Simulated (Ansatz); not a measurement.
# BaZrO3: checks on the settings of a gradient run

Aim: follow the field gradients at the nuclei of BaZrO3 through further changes. The cell is an entry of the Crystallography Open Database (COD). Its positions were relaxed in an earlier run. Planned: a check of preconditioner; a check of algorithm with beta.

Method: DFT, PBE, plane-wave PAW, default files, scalar-relativistic, as far as a step names no other, in Ansatz 0.2.0.

## 1. The system as given

It takes space group Pm-3m (No. 221, cubic). Conventional cell: a = 4.191 Å, b = 4.191 Å, c = 4.191 Å, α = 90.00°, β = 90.00°, γ = 90.00°. Around Ba (site symmetry m-3m) lie 12 O at 2.96 Å. Around Zr (site symmetry m-3m) lie 6 O at 2.10 Å. O (site symmetry 4/mmm) is surrounded by 2 Zr at 2.10 Å and 4 Ba at 2.96 Å.

Structure file:

```xyz
5
Lattice="4.1913 0.0000 0.0000 0.0000 4.1913 0.0000 0.0000 0.0000 4.1913" Properties=species:S:1:pos:R:3 pbc="T T T"
Ba    0.0000    0.0000    0.0000
Zr    2.0957    2.0957    2.0957
O     0.0000    2.0957    2.0957
O     2.0957    0.0000    2.0957
O     2.0957    2.0957    0.0000
```

The earlier run gave: gap on the mesh 3.35 eV, largest force 0.000 eV/Å, pressure 4.1 GPa.

Like atoms gathered into sites:

```tsv
site	atoms	first shell	V_zz (10²¹ V/m²)	η	C_Q (MHz)
Ba	1	12 O at 2.96 Å	0.00	–	0 (¹³⁷Ba)
Zr	2	6 O at 2.10 Å	0.00	–	0 (⁹¹Zr)
O	3, 4, 5	2 Zr at 2.10 Å, angle 180°; also 4 Ba at 2.96 Å	-1.31	0.00	0.807 (¹⁷O)
```

V_zz is the principal component of the electric field gradient with the largest magnitude, η = (V_xx − V_yy)/V_zz and C_Q = eQV_zz/h. Q values from Pyykkö, Mol. Phys. 116, 1328 (2018).

## 2. A check on settings: scf.mixing.preconditioner = none

Contents of input.yaml:

```yaml
crystal:
  lattice:
    - [4.19134, 0.0, 0.0]
    - [0.0, 4.19134, 0.0]
    - [0.0, 0.0, 4.19134]
  atoms:
    - { symbol: Ba, position: [0.0, 0.0, 0.0] }
    - { symbol: Zr, position: [0.5, 0.5, 0.5] }
    - { symbol: O, position: [0.0, 0.5, 0.5] }
    - { symbol: O, position: [0.5, 0.0, 0.5] }
    - { symbol: O, position: [0.5, 0.5, 0.0] }
kpoints:
  mp_grid: { grid: [5, 5, 5] }
scf:
  occupations: { method: fermi_dirac, width: 0.02 }
  mixing: { preconditioner: none }
hamiltonian:
  xc: pbe
  pseudopotentials: { kind: paw }
output:
  forces: true
  stress: true
  populations: true
  efg:
    quadrupole_moments_barn: { Ba: 0.236, Zr: -0.176, O: -0.02558 }
    contact_densities: true
  write_density: true
  write_potential: true
  elf: true
  volumetric_format: npy
```

Started as:

```
$ ansatz run input.yaml --threads 1 --pin off --max-ram 2560MiB --backend cpu --events-out ev --progress --plain --runs-dir out
```

The log of the run:

```text
Warning: RAYON_NUM_THREADS=1 ignored (pool sized by the plan → 1); use --threads N
Zr, Ba: output.efg is read without spin–orbit coupling, which moves field gradients at and beside such atoms by some per cent and up to a factor of two; PAW files take it under magnetization.noncollinear and magnetization.spin_orbit
Engine: ansatz 0.2.0, x86_64-unknown-linux-gnu
Pseudopotentials: kind: paw
Pseudopotential: Ba, paw, valence charge 10, recommended cutoff 420 eV (normal), Ba.paw.azcp
Pseudopotential: Zr, paw, valence charge 12, recommended cutoff 420 eV (normal), Zr.paw.azcp
Pseudopotential: O, paw, valence charge 6, recommended cutoff 420 eV (normal), O.paw.azcp
Functional definition: PBE
  parameter kappa = 0.804
  parameter beta = 0.06672455060314922
  exchange = pbe_x(kappa = kappa, mu = beta*pi^2/3)
  correlation = pbe_c(beta = beta)
Crystal: 5 atoms, lattice volume = 73.631 Å³
Basis set: ecut = 420 eV, 1419 PW (Γ), exchange–correlation on 60×60×60 points (8 copies of the dense FFT grid, shifted against one another)
Bands: 25, of which v1, the nominal top of the filled ones, is band 20 counted from 1 (19 counted from 0)
Symmetry: 48 space group operations
Space group: Pm-3m (ITA 221), of the structure as read, at distance tolerance 4.2e-5 Å
k-points: 10 of 125
Non-local potential: Ba, projectors of the file, l = 0: 3, l = 1: 2, l = 2: 2, l = 3: 2
Non-local potential: Zr, projectors of the file, l = 0: 3, l = 1: 2, l = 2: 2, l = 3: 2
Non-local potential: O, projectors of the file, l = 0: 2, l = 1: 2, l = 2: 1
PAW form: soft (Blöchl's): semilocal exchange-correlation on the pseudo side does not see the compensation charge
PAW one-centre angular grid: Ba, 194 points (default); XC on 64 Gauss nodes
PAW one-centre angular grid: Zr, 590 points (default); XC on 64 Gauss nodes
PAW one-centre angular grid: O, 110 points (default); XC on 64 Gauss nodes
Initial density: superposition of atomic densities (neutral atoms: chi_scale 0, normalization atom), corrected by the library's trained network
Initial wavefunctions: pseudopotential atomic-orbital guess
Functional: x = pbe(κ = 0.804, μ = 0.2195149727645171), c = pbe(β = 0.06672455060314922)
SCF iter   1: F=—  HF=-11844.669910 eV  |F-HF|=—  |Δ(HF+E_count)|=         —  Δρ=7.96e-4  dr2=1.96e-4  ethr=1.77e-3  ⟨swp⟩=6.9  Hψ=1305  notcnv=0
SCF iter   2: F=—  HF=-11844.669900 eV  |F-HF|=—  |Δ(HF+E_count)|=   1.06e-5  Δρ=3.75e-4  dr2=4.52e-5  ethr=4.89e-7  ⟨swp⟩=2.8  Hψ=561  notcnv=0  defer=6
SCF iter   3: F=—  HF=-11844.669912 eV  |F-HF|=—  |Δ(HF+E_count)|=   1.25e-5  Δρ=2.16e-4  dr2=1.45e-5  ethr=1.13e-7  ⟨swp⟩=2.0  Hψ=393  notcnv=0  defer=7
SCF iter   4: F=—  HF=-11844.669933 eV  |F-HF|=—  |Δ(HF+E_count)|=   2.06e-5  Δρ=1.05e-4  dr2=4.20e-6  ethr=3.63e-8  ⟨swp⟩=2.0  Hψ=395  notcnv=0  defer=7
SCF iter   5: F=—  HF=-11844.669939 eV  |F-HF|=—  |Δ(HF+E_count)|=   6.24e-6  Δρ=3.28e-5  dr2=2.32e-7  ethr=1.05e-8  ⟨swp⟩=2.0  Hψ=344  notcnv=0  defer=7
SCF iter   6: F=-11844.669940 eV  HF=-11844.669940 eV  |F-HF|=4.72e-8  |Δ(HF+E_count)|=   9.81e-7  Δρ=1.26e-5  dr2=6.97e-8  ethr=2.50e-10  ⟨swp⟩=12.2  Hψ=1848  notcnv=0
SCF 1 converged in 6 iterations: F = -11844.669940 eV  dr2 = 6.97e-8
SCF converged after 6 iterations
Free energy (F): -11844.669940 eV
Harris-Foulkes:  -11844.669940 eV  (|F-HF|=4.72e-8)
Internal energy: -11844.669940 eV  (E = F + TS)
E sigma→0 (E₀):  -11844.669940 eV
Fermi energy:    11.410750 eV
--- Per-component energies (eV) ---
  E_band       = -90.947456
  E_kinetic    = 1034.026247
  E_local      = -1940.229958  (includes V_loc(G=0)·N_el)
  E_nonlocal   = 275.976655
  E_hartree    = 688.075231
  E_xc         = -556.320797
  E_vxc        = -615.807846  (∫ρ·V_xc dr)
  E_paw        = -8652.427692  (= ΣΔE_a)
  E_vpaw       = -221.062133  (= ΣTr[D̂ρ^β])
  E_aug_tail   = 0.007365  (compensation charges beyond the density's cutoff)
  E_ewald      = -2693.776990
  E_smearing   = -0.000000  (= −TS)
  E_closure    = 0.000000  (closes the sum)
  Σ components = -11844.669940   (vs F -11844.669940, Δ=0.00e0)
--- Forces (eV/Å), atoms counted from 1 ---
  atom   1  Ba    -0.00000000     0.00000000    -0.00000000
  atom   2  Zr     0.00000000     0.00000000     0.00000000
  atom   3  O      0.00000000    -0.00000000    -0.00000000
  atom   4  O      0.00000000    -0.00000000     0.00000000
  atom   5  O      0.00000000    -0.00000000     0.00000000
  max |Σ_I F_I| component: 7.59e-29 eV/Å
--- Stress (GPa, compression-positive) ---
        4.053005       0.000000       0.000000
        0.000000       4.053005       0.000000
       -0.000000       0.000000       4.053005
  P = ⅓ Tr σ = 4.0530 GPa (40.530 kbar)
--- PAW observables at the nuclei: V_zz in 10²¹ V/m², potentials from the cell's mean, atoms counted from 1 ---
  atom   1  Ba V_zz =    +0.000000   η = 0.0000   by run symmetry: forbidden   C_q = +0.0000 MHz
            electrostatic potential = -9626.830416 V   contact ρ = 2065456.410769 e/Å³
  atom   2  Zr V_zz =    -0.000000   η = 0.0000   by run symmetry: forbidden   C_q = +0.0000 MHz
            electrostatic potential = -5926.480026 V   contact ρ = 490531.200002 e/Å³
  atom   3  O  V_zz =    -1.304966   η = 0.0000   by run symmetry: allowed   C_q = +0.8071 MHz
            electrostatic potential = -628.174283 V   contact ρ = 2157.100102 e/Å³
  atom   4  O  V_zz =    -1.304966   η = 0.0000   by run symmetry: allowed   C_q = +0.8071 MHz
            electrostatic potential = -628.174283 V   contact ρ = 2157.100102 e/Å³
  atom   5  O  V_zz =    -1.304966   η = 0.0000   by run symmetry: allowed   C_q = +0.8071 MHz
            electrostatic potential = -628.174283 V   contact ρ = 2157.100102 e/Å³
--- Band table (eV; the first three rows and the last of 10) ---
  k-point 0: bands = ["-37.1497", "-15.3419", "-15.3152", "-15.3152", "-15.3152", "-6.5064", "-6.2315", "-6.2315", "-0.4883", "-0.4883", "-0.4883", "8.4034", "8.4034", "8.4034", "8.8322", "8.8322", "8.8322", "9.6345", "9.6345", "9.6345", "13.0697", "13.0697", "13.0697", "14.5808", "14.5808"]
  k-point 1: bands = ["-37.1486", "-15.5057", "-15.3128", "-15.3128", "-15.2173", "-6.5299", "-6.2239", "-5.9574", "-0.4642", "-0.4642", "-0.4196", "7.7571", "8.2764", "8.2764", "8.5169", "8.5169", "8.5867", "8.8127", "9.5229", "9.5229", "13.1837", "13.8899", "13.8899", "15.1543", "15.1824"]
  k-point 2: bands = ["-37.1469", "-15.6632", "-15.3088", "-15.3088", "-15.1595", "-6.6550", "-6.2117", "-5.3798", "-0.4244", "-0.4244", "-0.3099", "6.4350", "8.0115", "8.0115", "8.1586", "8.1586", "8.1632", "8.2456", "9.4178", "9.4178", "13.3957", "15.2756", "15.2756", "16.1534", "16.3500"]
  k-point 9: bands = ["-37.1413", "-15.5316", "-15.5262", "-15.5262", "-15.2169", "-5.4729", "-5.3976", "-5.3976", "-0.8969", "-0.8969", "-0.7723", "6.3546", "6.3546", "6.5868", "7.1204", "7.3592", "7.3592", "9.6140", "9.6140", "9.7247", "15.8525", "16.0131", "16.0131", "16.8269", "16.8269"]
--- Löwdin populations: 5 sites ---
  site symbol       q [e]
     0     Ba      8.2043
     1     Zr     10.7864
     2      O      6.8771
     3      O      6.8771
     4      O      6.8771
  spilling = 0.009451 (of n_electrons = 40.000000)
```

Wall time 3.7 s (1 thread of Intel Xeon Platinum 8488C (Sapphire Rapids), shared host); peak memory 0.5 GiB.

The run ends with gap on the mesh 3.35 eV, largest force 0.000 eV/Å, pressure 4.1 GPa.

Beside the values of step 1 (V_zz in 10²¹ V/m²):

```csv
site,atoms,"V_zz, PBE relaxed","V_zz, preconditioner none","η, PBE relaxed","η, preconditioner none"
Ba,1,0.00,0.00,–,–
Zr,2,0.00,0.00,–,–
O,"3, 4, 5",-1.31,-1.30,0.00,0.00
```

The sizes of the gradients above 0.15 moved by less than 0.1 % at any site. The free energy stayed within 0.1 meV/atom.

Density in a lattice plane of the grid's cell (edges 4.19 and 4.19 Å, at 0.500 of the third edge), which holds Zr and O.

Values in e/Å³, 12 rows by 12 columns:
```
0.04 0.04 0.07 0.22 0.79 3.04 4.80 3.04 0.79 0.22 0.07 0.04
0.08 0.07 0.08 0.15 0.39 0.99 1.43 0.99 0.39 0.15 0.08 0.07
0.27 0.22 0.15 0.14 0.25 0.53 0.71 0.53 0.25 0.14 0.15 0.22
1.12 0.79 0.39 0.25 0.53 1.55 2.16 1.55 0.53 0.25 0.39 0.79
4.88 3.04 0.99 0.53 1.55 3.63 4.01 3.63 1.55 0.53 0.99 3.04
7.24 4.80 1.43 0.71 2.16 4.01 3.29 4.01 2.16 0.71 1.43 4.80
4.88 3.04 0.99 0.53 1.55 3.63 4.01 3.63 1.55 0.53 0.99 3.04
1.12 0.79 0.39 0.25 0.53 1.55 2.16 1.55 0.53 0.25 0.39 0.79
0.27 0.22 0.15 0.14 0.25 0.53 0.71 0.53 0.25 0.14 0.15 0.22
0.08 0.07 0.08 0.15 0.39 0.99 1.43 0.99 0.39 0.15 0.08 0.07
0.04 0.04 0.07 0.22 0.79 3.04 4.80 3.04 0.79 0.22 0.07 0.04
0.03 0.04 0.08 0.27 1.12 4.88 7.24 4.88 1.12 0.27 0.08 0.04
```
Columns run along the first of these edges and rows up along the second, over one cell in 12 and 12 even steps from the bottom left corner. Atoms in the plane (fractional): Zr at (0.50, 0.50), O at (0.00, 0.50), O at (0.50, 0.00).

ELF in the same plane.

Ten even steps from '0' (0.01) to '9' (0.82):
```
000013689997679998631000
000002479999999997420000
000001257899999875210000
322100123556665532100122
665321001122222110012356
988742001345654310024788
999963114789998741136999
899984237998889973248999
579985248985458984258997
358985259973137995258985
579985248985458984258997
899984237998889973248999
999963114789998741136999
988742001345654310024788
665321001122222110012356
322100123556665532100122
000001257899999875210000
000002479999999997420000
000013689997679998631000
000013689985358998631000
```
Columns run along the first of these edges and rows up along the second, over one cell in 24 and 20 even steps from the bottom left corner. Atoms in the plane (fractional): Zr at (0.50, 0.50), O at (0.00, 0.50), O at (0.50, 0.00).

Both are smooth fields of the valence electrons: close to the nuclei they are not physical.

Maxima of ELF outside the ion cores: 0.83 in the shell around O, 0.6 Å from O.

## 3. Trying other settings (scf.mixing.algorithm = broyden, scf.mixing.beta = 0.3)

input.yaml: that of step 2 with these lines changed.

```diff
@@ -15,3 +15,3 @@
   occupations: { method: fermi_dirac, width: 0.02 }
-  mixing: { preconditioner: none }
+  mixing: { algorithm: broyden, beta: 0.3 }
 hamiltonian:
@@ -26,5 +26 @@
     contact_densities: true
-  write_density: true
-  write_potential: true
-  elf: true
-  volumetric_format: npy
```

Started as:

```
$ ansatz run input.yaml --threads 1 --pin off --max-ram 2560MiB --backend cpu --events-out ev --progress --plain --runs-dir out
```

The log of the run, shortened:

```text
Warning: RAYON_NUM_THREADS=1 ignored (pool sized by the plan → 1); use --threads N
Zr, Ba: output.efg is read without spin–orbit coupling, which moves field gradients at and beside such atoms by some per cent and up to a factor of two; PAW files take it under magnetization.noncollinear and magnetization.spin_orbit
[...]
[... 5 set-up lines as earlier in the session ...]
[...]
Crystal: 5 atoms, lattice volume = 73.631 Å³
Basis set: ecut = 420 eV, 1419 PW (Γ), exchange–correlation on 60×60×60 points (8 copies of the dense FFT grid, shifted against one another)
[...]
  atom   1  Ba V_zz =    -0.000000   η = 0.0000   by run symmetry: forbidden   C_q = -0.0000 MHz
            electrostatic potential = -9626.830970 V   contact ρ = 2065456.416418 e/Å³
  atom   2  Zr V_zz =    +0.000000   η = 0.0000   by run symmetry: forbidden   C_q = -0.0000 MHz
            electrostatic potential = -5926.479559 V   contact ρ = 490531.197658 e/Å³
  atom   3  O  V_zz =    -1.305492   η = 0.0000   by run symmetry: allowed   C_q = +0.8075 MHz
            electrostatic potential = -628.173070 V   contact ρ = 2157.099835 e/Å³
[...]
            electrostatic potential = -628.173070 V   contact ρ = 2157.099835 e/Å³
[...]
            electrostatic potential = -628.173070 V   contact ρ = 2157.099835 e/Å³
--- Band table (eV; the first three rows and the last of 10) ---
[... band rows left out ...]
[...]
--- Löwdin populations: 5 sites ---
  site symbol       q [e]
     0     Ba      8.2044
     1     Zr     10.7864
     2      O      6.8770
     3      O      6.8770
     4      O      6.8770
  spilling = 0.009452 (of n_electrons = 40.000000)
```

Wall time 3.5 s (1 thread of Intel Xeon Platinum 8488C (Sapphire Rapids), shared host); peak memory 0.49 GiB.

The run ends with gap on the mesh 3.34 eV, largest force 0.000 eV/Å, pressure 4.1 GPa.

Beside the values of step 1 (V_zz in 10²¹ V/m²):

```csv
site,atoms,"V_zz, PBE relaxed","V_zz, new settings","η, PBE relaxed","η, new settings"
Ba,1,0.00,0.00,–,–
Zr,2,0.00,0.00,–,–
O,"3, 4, 5",-1.31,-1.31,0.00,0.00
```

The sizes of the gradients above 0.15 moved by less than 0.1 % at any site. The free energy stayed within 0.1 meV/atom.

## 4. Results

| quantity | value |
| --- | --- |
| state (step 1) | gap on the mesh 3.35 eV, largest force 0.000 eV/Å, pressure 4.1 GPa |
| V_zz by site, step 1 (10²¹ V/m²) | Ba 0.00, Zr 0.00, O -1.31 |
| largest C_Q in size, step 1 | 0.807 MHz, ¹⁷O at O |
| step 2 (scf.mixing.preconditioner = none) against step 1 | less than 0.1 % at any site |
| step 3 (scf.mixing.algorithm = broyden, scf.mixing.beta = 0.3) against step 1 | less than 0.1 % at any site |

In words: The largest gradient sits at O (2 Zr at 2.10 Å, angle 180°; also 4 Ba at 2.96 Å). At Ba, Zr the site symmetry forces it to zero. The gap, too, lacks spin–orbit coupling.

The gaps are Kohn-Sham values of a semilocal functional, not quasiparticle or optical gaps. Such gaps usually fall short of the measured ones.
